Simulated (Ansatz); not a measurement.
**GaAs: band structure with SVWN5**

**The experiment to reproduce.**

“Evidence of valence band perturbations in GaAsN/GaAs(001): A combined variable-angle spectroscopic ellipsometry and modulated photoreflectance investigation”, 2008, arxiv:0805.2212 reports, for a bulk crystal of GaAs at 300 K: band gap 1.412 ± 0.01 eV (direct).

The system is GaAs.

```
As Ga
1.0
     0.00000    2.82685    2.82685
     2.82685    0.00000    2.82685
     2.82685    2.82685    0.00000
As Ga
1 1
Direct
  0.75000 0.75000 0.75000
  0.00000 0.00000 0.00000
```

* Program: Ansatz 0.2.0
* Task: band structure
* Functional: SVWN5
* Potentials or basis: Ansatz PAW
* Cutoff: 420 eV (not typed: the program's choice for these potentials)
* k mesh: 8 × 8 × 8
* Occupations: fermi-dirac, width 0.05 eV
* Spin: no spin polarisation
* Path: [["G", "X", "W", "K", "G", "L", "U", "W", "L", "K"], ["U", "X"]]
* Points for each segment of the path: 14

| Property | Result |
| --- | --- |
| Pressure | -2.0 GPa |
| Band gap on the k mesh | 0.28 eV, direct |
| Band gap along the path | 0.28 eV, direct |

Levels at the corners of the path, in eV from the valence-band top:
```tsv
point	band 11	band 12	band 13	band 14	band 15	band 16	band 17	band 18
Γ	-12.78	0.00	0.00	0.00	0.28	3.69	3.69	3.69
X	-10.29	-6.87	-2.68	-2.68	1.35	1.56	10.04	10.04
W	-10.24	-6.69	-3.55	-3.36	4.53	4.64	5.30	5.96
K	-10.33	-6.69	-3.88	-2.26	1.86	4.55	7.82	7.99
Γ	-12.78	0.00	0.00	0.00	0.28	3.69	3.69	3.69
L	-11.03	-6.69	-1.14	-1.14	0.85	4.60	4.60	7.58
U	-10.33	-6.69	-3.88	-2.26	1.86	4.55	7.82	7.99
W	-10.24	-6.69	-3.55	-3.36	4.53	4.64	5.30	5.96
L	-11.03	-6.69	-1.14	-1.14	0.85	4.60	4.60	7.58
K	-10.33	-6.69	-3.88	-2.26	1.86	4.55	7.82	7.99
U	-10.33	-6.69	-3.88	-2.26	1.86	4.55	7.82	7.99
X	-10.29	-6.87	-2.68	-2.68	1.35	1.56	10.04	10.04
```

Wall time 1.6 s on 2 threads of AMD EPYC 9R45 96-Core Processor (Zen 5), with other jobs on the host, peak memory 0.4 GiB.

Measured gap of GaAs: 1.412 eV (direct; 300 K; “Evidence of valence band perturbations in GaAsN/GaAs(001): A combined variable-angle spectroscopic ellipsometry and modulated photoreflectance investigation”, 2008, arxiv:0805.2212). This calculation gives 0.28 eV (-1.13 eV). So large a miss can be the level of theory's own, or it may mean another phase, state or a wrong row. 3 values of this kind are on record (1.412 to 1.51 eV); this one was drawn at random among those near their median, those with a stated uncertainty first. Spin-orbit coupling on As, Ga is left out. The value is that of SVWN5, without temperature or zero-point motion.

Caveat: the PAW data sets come from PBE, with cores solved anew for the run's functional, which leaves a small shift of forces and pressure.
